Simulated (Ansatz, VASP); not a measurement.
## MgO (Periclase): VASP beside Ansatz

Wanted: the spread between two codes on one cell, functional and k mesh.

Method: plane waves, with VASP 6.6.1 beside it; relaxation of cell and atoms at PBE with D3(BJ), in Ansatz 0.2.0.

The database entry behind the starting cell differs from later determinations by our own check (about 0.1 % long), so it need not match the best structure at ambient conditions.

### 1. Set-up

Symmetry: Fm-3m, No. 225, cubic system. The conventional cell has a = 4.217 Å, b = 4.217 Å, c = 4.217 Å, α = 90.00°, β = 90.00°, γ = 90.00°. Mg has 6 O at 2.11 Å nearest. Nearest to O lie 6 Mg at 2.11 Å. Farther neighbours and most contacts between anions are not listed.

Coordinates:

```xyz
2
Lattice="0.0000 2.1085 2.1085 2.1085 0.0000 2.1085 2.1085 2.1085 0.0000" Properties=species:S:1:pos:R:3 pbc="T T T"
Mg    0.0000    0.0000    0.0000
O     2.1085    2.1085    2.1085
```

### 2. VASP: relaxation of cell and atoms, PBE with D3(BJ)

The relaxed volume is the usual yardstick between codes: its relative difference is about their pressure difference at one cell divided by the bulk modulus.

Lines of VASP's logs that name or quote its potential files are left out, and so is its time.

The input, INCAR:

```
SYSTEM = MgO
PREC = Accurate
ENCUT = 560
EDIFF = 1E-06
NELM = 100
ISMEAR = -1
SIGMA = 0.05
LREAL = .FALSE.
ALGO = Normal
GGA = PE
IVDW = 12
NBANDS = 10
LORBIT = 11
LWAVE = .FALSE.
LCHARG = .FALSE.
KPAR = 2
IBRION = 2
NSW = 60
ISIF = 3
EDIFFG = -0.01
```

The input, POSCAR:

```
MgO
1.0
    0.0000000000      2.1085000000      2.1085000000
    2.1085000000      0.0000000000      2.1085000000
    2.1085000000      2.1085000000      0.0000000000
Mg O
1 1
Direct
    0.0000000000      0.0000000000      0.0000000000
    0.5000000000      0.5000000000      0.5000000000
```

The input, KPOINTS:

```
Automatic mesh
0
Gamma
9 9 9
0 0 0
```

Potentials, in the order of the species: Mg and O (PBE family, release 64).

On the command line:

```
> mpirun -np 2 vasp_std
```

Numbers of over 12 decimals in the logs are rounded to 6 here.

Log:

```text
[banner, memory and clock lines left out]
running    2 mpi-ranks, on    1 nodes
 distrk:  each k-point on    1 cores,    2 groups
 distr:  one band on    1 cores,    1 groups

 POSCAR found type information on POSCAR MgO
 POSCAR found :  2 types and       2 ions
 LDA part: xc-table for (Slater+PW92), standard interpolation
 POSCAR, INCAR and KPOINTS ok, starting setup
 FFT: planning ... GRIDC
 FFT: planning ... GRID_SOFT
 FFT: planning ... GRID
 WAVECAR not read
 entering main loop
       N       E                     dE             d eps       ncg     rms          rms(c)
DAV:   1     0.171460771362E+02    0.17146E+02   -0.48747E+03   780   0.755E+02
DAV:   2    -0.127880647785E+02   -0.29934E+02   -0.29254E+02   792   0.147E+02
DAV:   3    -0.134656741244E+02   -0.67761E+00   -0.67695E+00   852   0.204E+01
DAV:   4    -0.134672839345E+02   -0.16098E-02   -0.16098E-02   768   0.111E+00
DAV:   5    -0.134672889620E+02   -0.50275E-05   -0.50275E-05   790   0.619E-02    0.721E+00
DAV:   6    -0.119269836917E+02    0.15403E+01   -0.90891E+00   708   0.180E+01    0.225E+00
DAV:   7    -0.119140402116E+02    0.12943E-01   -0.49957E-02   740   0.221E+00    0.134E+00
DAV:   8    -0.119086554159E+02    0.53848E-02   -0.26897E-02   712   0.203E+00    0.210E-01
DAV:   9    -0.119084031591E+02    0.25226E-03   -0.37247E-04   790   0.149E-01    0.126E-01
DAV:  10    -0.119084236459E+02   -0.20487E-04   -0.41706E-04   740   0.168E-01    0.773E-03
DAV:  11    -0.119084251403E+02   -0.14944E-05   -0.17227E-06   780   0.121E-02    0.539E-03
DAV:  12    -0.119084250818E+02    0.58513E-07   -0.68879E-07   394   0.725E-03
   1 F= -.12492522E+02 E0= -.12492522E+02  d E =-.124925E+02
 curvature:   0.00 expect dE= 0.000E+00 dE for cont linesearch  0.000E+00
 trial: gam= 0.00000 g(F)=  0.716E-62 g(S)=  0.351E-02 ort = 0.000E+00 (trialstep = 0.100E+01)
 search vector abs. value=  0.351E-02
 bond charge predicted
       N       E                     dE             d eps       ncg     rms          rms(c)
DAV:   1    -0.119136158893E+02   -0.51907E-02   -0.27511E-01   722   0.453E+00    0.884E-01
DAV:   2    -0.119000524140E+02    0.13563E-01   -0.85321E-02   728   0.183E+00    0.916E-02
DAV:   3    -0.118999480578E+02    0.10436E-03   -0.88255E-04   714   0.307E-01    0.526E-02
DAV:   4    -0.118998885129E+02    0.59545E-04   -0.76703E-05   734   0.801E-02    0.153E-02
DAV:   5    -0.118998878313E+02    0.68154E-06   -0.11809E-05   702   0.222E-02    0.308E-03
DAV:   6    -0.118998879896E+02   -0.15827E-06   -0.16951E-07   366   0.326E-03
   2 F= -.12493684E+02 E0= -.12493684E+02  d E =-.116274E-02
 trial-energy change:   -0.001163  1 .order   -0.001148   -0.003513    0.001218
 step:   0.7462(harm=  0.7426)  dis= 0.00000  next Energy=   -12.493839 (dE=-0.132E-02)
 bond charge predicted
       N       E                     dE             d eps       ncg     rms          rms(c)
DAV:   1    -0.119034117754E+02   -0.35239E-02   -0.17697E-02   722   0.114E+00    0.225E-01
DAV:   2    -0.119025347299E+02    0.87705E-03   -0.55316E-03   726   0.466E-01    0.227E-02
DAV:   3    -0.119025296899E+02    0.50400E-05   -0.55571E-05   716   0.766E-02    0.130E-02
DAV:   4    -0.119025252524E+02    0.44374E-05   -0.48963E-06   702   0.203E-02    0.388E-03
DAV:   5    -0.119025248527E+02    0.39974E-06   -0.74340E-07   360   0.561E-03
   3 F= -.12493839E+02 E0= -.12493839E+02  d E =-.131724E-02
 curvature:  -0.37 expect dE=-0.205E-08 dE for cont linesearch -0.205E-08
 trial: gam= 0.00000 g(F)=  0.751E-62 g(S)=  0.553E-08 ort =-0.441E-05 (trialstep = 0.949E+00)
 search vector abs. value=  0.563E-08
 reached required accuracy - stopping structural energy minimisation
```

OUTCAR, selected parts (step 2):

```text
ion  position               nearest neighbor table
   1  0.000  0.000  0.000-   2 2.11   2 2.11   2 2.11   2 2.11   2 2.11   2 2.11
   2  0.500  0.500  0.500-   1 2.11   1 2.11   1 2.11   1 2.11   1 2.11   1 2.11

  LATTYP: Found a face centered cubic cell.
 ALAT       =     4.2170000000

 Subroutine GETGRP returns: Found 48 space group operations
 (whereof 48 operations were pure point group operations)

The static configuration has the point symmetry O_h .

 Found     35 irreducible k-points:

   k-points           NKPTS =     35   k-points in BZ     NKDIM =     35   number of bands    NBANDS=     10

   dimension x,y,z NGX =    24 NGY =   24 NGZ =   24
   dimension x,y,z NGXF=    48 NGYF=   48 NGZF=   48

   ENCUT  =  560.0 eV  41.16 Ry    6.42 a.u.   5.75  5.75  5.75*2*pi/ulx,y,z

   NELECT =       8.0000    total number of electrons

 k-points in reciprocal lattice and weights: Automatic mesh
   0.00000000  0.00000000  0.00000000       0.001
   0.11111111  0.00000000  0.00000000       0.011
   0.22222222  0.00000000  0.00000000       0.011
   0.33333333  0.00000000  0.00000000       0.011
   0.44444444  0.00000000  0.00000000       0.011
   0.11111111  0.11111111  0.00000000       0.008
   0.22222222  0.11111111  0.00000000       0.033
   0.33333333  0.11111111  0.00000000       0.033
   0.44444444  0.11111111  0.00000000       0.033
[...]
-0.33333333  0.44444444  0.11111111       0.033
  -0.33333333  0.44444444  0.22222222       0.033

 Edisp (eV)   -0.59380

 average (electrostatic) potential at core
       1 -34.9249       2 -69.5009

 E-fermi :   4.2539

 k-point     1 :       0.0000    0.0000    0.0000
  band No.  band energies     occupation
      1     -14.0570      2.00000
      2       3.2494      2.00000
      3       3.2494      2.00000
      4       3.2494      2.00000
      5       8.0588      0.00000
      6      19.0982      0.00000
      7      19.0982      0.00000
      8      19.0982      0.00000
      9      23.0366      0.00000
    ...

 k-point     2 :       0.1111    0.0000    0.0000
  band No.  band energies     occupation
      1     -13.9254      2.00000
      2       2.4650      2.00000
      3       3.1655      2.00000
      4       3.1655      2.00000
      5       8.8101      0.00000
      6      17.6530      0.00000
      7      19.3932      0.00000
      8      19.3932      0.00000
      9      23.9964      0.00000
    ...

 k-point     3 :       0.2222    0.0000    0.0000
  band No.  band energies     occupation
      1     -13.5713      2.00000
      2       0.9558      2.00000
      3       2.9615      2.00000
      4       2.9615      2.00000
      5      10.1325      0.00000
      6      16.1036      0.00000
      7      19.9148      0.00000
      8      19.9148      0.00000
      9      23.4012      0.00000
    ...

 Edisp (eV)   -0.59131

  Total       0.00028     0.00028     0.00028    -0.00000     0.00000     0.00000
  in kB       0.02390     0.02390     0.02390    -0.00000     0.00000     0.00000
  external pressure =        0.02 kB  Pullay stress =        0.00 kB

  energy-cutoff  :      560.00
  volume of cell :       18.53
      direct lattice vectors                 reciprocal lattice vectors
    -0.000000000  2.100137829  2.100137829    -0.238079612  0.238079612  0.238079612
     2.100137829  0.000000000  2.100137829     0.238079612 -0.238079612  0.238079612
     2.100137829  2.100137829  0.000000000     0.238079612  0.238079612 -0.238079612

 POSITION                                       TOTAL-FORCE (eV/Angst)
 -----------------------------------------------------------------------------------
      0.00000      0.00000      0.00000        -0.000000     -0.000000     -0.000000
      2.10014      2.10014      2.10014         0.000000      0.000000      0.000000
 -----------------------------------------------------------------------------------
    total drift:                               -0.000000     -0.000000      0.000000

  FREE ENERGIE OF THE ION-ELECTRON SYSTEM (eV)
  ---------------------------------------------------
  free  energy   TOTEN  =       -12.4938389337 eV

  energy  without entropy=      -12.4938389336  energy(sigma->0) =      -12.49383893

 reached required accuracy - stopping structural energy minimisation

 total charge
# of ion       s       p       d       tot
------------------------------------------
    1        0.150   0.182   0.081   0.412
    2        1.540   3.567   0.000   5.107
--------------------------------------------------
tot          1.689   3.748   0.081   5.519

[... 3 further parts left out ...]
```

CONTCAR:

```
MgO
   1.00000000000000
    -0.0000000000000000    2.1001378286849888    2.1001378286849888
     2.1001378286849888    0.0000000000000000    2.1001378286849888
     2.1001378286849888    2.1001378286849888    0.0000000000000000
  Mg              O
     1     1
Direct
     0.0000000000000000    0.0000000000000000    0.0000000000000000
     0.5000000000000000    0.5000000000000000    0.5000000000000000
```

### 3. Ansatz: relaxation of cell and atoms, PBE with D3(BJ)

Ansatz runs on its default PAW (the set named soft_2) files.

The same cell, functional, mesh and smearing now go to Ansatz, which takes its cutoff from its data sets.

The input, input.yaml:

```yaml
crystal:
  lattice:
    - [0.0, 2.1085, 2.1085]
    - [2.1085, 0.0, 2.1085]
    - [2.1085, 2.1085, 0.0]
  atoms:
    - { symbol: Mg, position: [0.0, 0.0, 0.0] }
    - { symbol: O, position: [0.5, 0.5, 0.5] }
hamiltonian:
  xc: pbe
  pseudopotentials: { kind: paw }
  dispersion: d3bj
kpoints:
  mp_grid: { grid: [9, 9, 9] }
scf:
  occupations: { method: fermi_dirac, width: 0.05 }
relax:
  f_tol: 0.01
  max_steps: 60
  cell: { stress_tol: 0.05 }
output:
  forces: true
  stress: true
```

On the command line:

```
> ansatz run input.yaml --threads 4 --pin off --max-ram 9216MiB --backend cpu --events-out ev --progress --plain --runs-dir out
```

Log:

```text
Engine: ansatz 0.2.0, aarch64-unknown-linux-gnu
Pseudopotentials: kind: paw
Pseudopotential: Mg, paw, valence charge 10, recommended cutoff 420 eV (normal), Mg.paw.azcp
Pseudopotential: O, paw, valence charge 6, recommended cutoff 420 eV (normal), O.paw.azcp
Functional definition: PBE
  parameter kappa = 0.804
  parameter beta = 0.066725
  exchange = pbe_x(kappa = kappa, mu = beta*pi^2/3)
  correlation = pbe_c(beta = beta)
Crystal: 2 atoms, lattice volume = 18.748 Å³
Basis set: ecut = 420 eV, 339 PW (Γ), exchange–correlation on 40×40×40 points (8 copies of the dense FFT grid, shifted against one another)
Bands: 12, of which v1, the nominal top of the filled ones, is band 8 counted from 1 (7 counted from 0)
Symmetry: 48 space group operations
Space group: Fm-3m (ITA 225), of the structure as read, at distance tolerance 2.7e-5 Å
k-points: 35 of 729
Non-local potential: Mg, projectors of the file, l = 0: 3, l = 1: 2, l = 2: 1
Non-local potential: O, projectors of the file, l = 0: 2, l = 1: 2, l = 2: 1
PAW form: soft (Blöchl's): semilocal exchange-correlation on the pseudo side does not see the compensation charge
PAW one-centre angular grid: Mg, 110 points (default); XC on 64 Gauss nodes
PAW one-centre angular grid: O, 110 points (default); XC on 64 Gauss nodes
Initial density: superposition of atomic densities (neutral atoms: chi_scale 0, normalization atom), corrected by the library's trained network
Initial wavefunctions: pseudopotential atomic-orbital guess
Functional: x = pbe(κ = 0.804, μ = 0.219515), c = pbe(β = 0.066725)
SCF iter   1: F=—  HF=-2494.716669 eV  |F-HF|=—  |Δ(HF+E_count)|=         —  Δρ=5.70e-4  dr2=7.45e-6  ethr=1.77e-3  ⟨swp⟩=5.6  Hψ=2402  notcnv=0
preconditioner: auto → none  [insulator: Δε(μ)=4.708 eV  Ē_g=18.502 eV  σ=0.050 eV  W_gap=1.00  n_scr=8 (ndim 8)  ℏωp=24.3 eV  f_vac=0.000  D(μ)=0.00/eV (n_scr^D=0)  ε∞_Penn≈2.7]
SCF iter   2: F=—  HF=-2494.716990 eV  |F-HF|=—  |Δ(HF+E_count)|=   3.21e-4  Δρ=3.72e-4  dr2=9.49e-6  ethr=4.65e-8  ⟨swp⟩=3.5  Hψ=1227  notcnv=0
SCF iter   3: F=—  HF=-2494.717010 eV  |F-HF|=—  |Δ(HF+E_count)|=   1.97e-5  Δρ=2.16e-4  dr2=2.65e-6  ethr=4.65e-8  ⟨swp⟩=2.0  Hψ=676  notcnv=0
SCF iter   4: F=—  HF=-2494.717027 eV  |F-HF|=—  |Δ(HF+E_count)|=   1.76e-5  Δρ=3.64e-5  dr2=1.05e-7  ethr=1.66e-8  ⟨swp⟩=2.0  Hψ=665  notcnv=0
iter 5 did not close the SCF: its close was put off for the readings that it lacked (scf_convergence_deferred on its scf_iter line)
SCF iter   5: F=-2494.717027 eV  HF=-2494.717027 eV  |F-HF|=1.27e-8  |Δ(HF+E_count)|=   4.14e-8  Δρ=1.03e-5  dr2=8.92e-9  ethr=6.59e-10  ⟨swp⟩=2.2  Hψ=700  notcnv=0
SCF iter   6: F=-2494.717027 eV  HF=-2494.717027 eV  |F-HF|=1.72e-9  |Δ(HF+E_count)|=   6.08e-9  Δρ=3.77e-6  dr2=1.31e-9  ethr=5.57e-11  ⟨swp⟩=1.9  Hψ=1301  notcnv=0
SCF 1 converged in 6 iterations: F = -2494.717027 eV  dr2 = 1.31e-9
  greatest PAW one-centre occupation: 1.000 electrons in one spin orbital (limit 2), on the Mg atom at site 0 (counted from 0), in its partial waves of l = 0
relax step   1: F+E_penalty+E_count = -2494.71702708 eV  Δ(F+E_penalty+E_count) = +0.000e0 eV  max|allowed force component| = 8.719e-30 eV/Å  Δτ_max = 0.0000 Å  P = -1.046 GPa  Ω = 18.748 Å³  (6 SCF iters, dr2 threshold 1.00e-7 eV, accepted)
[...]
relax step   2: F+E_penalty+E_count = -2494.71748981 eV  Δ(F+E_penalty+E_count) = -4.627e-4 eV  max|allowed force component| = 2.183e-29 eV/Å  Δτ_max = 0.0000 Å  P = -0.591 GPa  Ω = 18.696 Å³  energy of the carried Pulay correction = +1.956e-4 eV  (6 SCF iters, dr2 threshold 2.00e-7 eV, accepted)
[...]
relax step   3: F+E_penalty+E_count = -2494.71786643 eV  Δ(F+E_penalty+E_count) = -3.766e-4 eV  max|allowed force component| = 3.471e-29 eV/Å  Δτ_max = 0.0000 Å  P = +0.005 GPa  Ω = 18.628 Å³  energy of the carried Pulay correction = +4.486e-4 eV  (6 SCF iters, dr2 threshold 2.00e-7 eV, accepted)
[...]
relax step   4: F+E_penalty+E_count = -2494.71746609 eV  Δ(F+E_penalty+E_count) = +4.003e-4 eV  max|allowed force component| = 3.234e-29 eV/Å  Δτ_max = 0.0000 Å  P = -0.042 GPa  Ω = 18.628 Å³  stress off target by 4.23e-2 GPa  SCF on the basis re-selected at this cell (its energy is not comparable with the rows above)  (8 SCF iters)
basis re-selected at this cell: Δ(F+E_penalty+E_count) = +4.003e-4 eV, ΔP = -0.047 GPa vs the last step (what re-selecting the basis moved, of the pressure what is left beyond the Pulay correction that the steps carried, after the strain that the cell walked since its last selection, with what the two solves' SCF thresholds leave and, on support functions, any second-order correction that the steps lacked; it is no m [...]
SCF converged after 8 iterations
Free energy (F): -2494.717466 eV
Harris-Foulkes:  -2494.717466 eV  (|F-HF|=9.09e-13)
Internal energy: -2494.717466 eV  (E = F + TS)
E sigma→0 (E₀):  -2494.717466 eV
Fermi energy:    10.605498 eV
--- Per-component energies (eV) ---
  E_band       = -291.930926
  E_kinetic    = 255.933550
  E_local      = -1600.601590  (includes V_loc(G=0)·N_el)
  E_nonlocal   = 142.822066
  E_hartree    = 553.722101
  E_xc         = -105.318437
  E_vxc        = -134.970308  (∫ρ·V_xc dr)
  E_paw        = -450.081818  (= ΣΔE_a)
  E_vpaw       = -62.561368  (= ΣTr[D̂ρ^β])
  E_aug_tail   = 0.002521  (compensation charges beyond the density's cutoff)
  E_ewald      = -1290.607768
  E_disp       = -0.588091  (pairwise vdW)
  E_smearing   = -0.000000  (= −TS)
  E_closure    = 0.000000  (closes the sum)
  Σ components = -2494.717466   (vs F -2494.717466, Δ=0.00e0)
--- Forces (eV/Å), atoms counted from 1 ---
  atom   1  Mg    -0.00000000     0.00000000    -0.00000000
  atom   2  O      0.00000000    -0.00000000     0.00000000
  max |Σ_I F_I| component: 6.15e-29 eV/Å
--- Stress (GPa, compression-positive) ---
       -0.042314      -0.000000      -0.000000
       -0.000000      -0.042314      -0.000000
       -0.000000      -0.000000      -0.042314
  P = ⅓ Tr σ = -0.0423 GPa (-0.423 kbar)
--- Relaxed structure (3 steps of the walk, 3 accepted, 1 SCFs on fresh bases) ---
  F+E_penalty+E_count = -2494.71746609 eV   max|allowed force component| = 3.234e-29 eV/Å   (the final SCF, on the basis selected at the relaxed cell)
  cell:  # Å, volume = 18.6282 Å³
    - [0, 2.104006, 2.104006]
    - [2.104006, 0, 2.104006]
    - [2.104006, 2.104006, 0]
  atoms:
    - { symbol: Mg, position: [0, 0, 0] }
    - { symbol: O, position: [0.500000, 0.500000, 0.500000] }
```

The job ended after 1.1 s (4 threads of Arm Neoverse V1, shared host; peak memory 0.27 GiB; 3.2 s of CPU time).

### 4. Comparison

Known differences besides the potentials themselves: both relaxations stop at a tolerance, which leaves soft axes loose, and VASP keeps its plane-wave basis; the data sets hold 16 valence electrons in Ansatz (default PAW (the set named soft_2) files) and 8 in VASP; the cutoff is 420 eV in Ansatz and 560 eV in VASP; VASP leaves aspherical gradient terms in its spheres out (LASPH is not set), Ansatz keeps them; Ansatz adds a Pulay correction to the stress that steers its cell, VASP none. Total energies have different zeros and are not compared.

Compared:

```
                                         quantity  Ansatz   VASP  difference
                                      volume (Å³)   18.63  18.53     +0.55 %
edge a after relaxation, in the typed setting (Å)   2.975  2.970     +0.19 %
```

The walks stopped with -0.04 GPa left in Ansatz and 0.00 GPa in VASP; each walk ends within a tolerance, so the volume difference is uncertain by about these residues over the bulk modulus, most in soft cells.

### 5. What came out

| Item | Value |
| --- | --- |
| difference in volume (relaxation of cell and atoms, PBE with D3(BJ)) | 0.55 % |

In words: The difference in volume is 0.55 % (relaxation of cell and atoms, PBE with D3(BJ)), within the 1.2 % picked in this series as the mark of a large difference, as far as the stopping tolerances let one tell. Such differences can come from data sets, numerical settings and the points named under the comparisons, not from the functional's error against experiment.

[Lines on the potential files, build, host, timing and source positions are cut from VASP's logs without a mark.]

[Logs are printed without paths, hosts, clocks, repeated set-up lines and the standing remarks that a program may print on its own settings, such as how far it seeks lower states.]

[Hosts, paths, dates, database ids (printed as entryN), source tags and the programs' standing remarks are cut or masked in the printed files.]
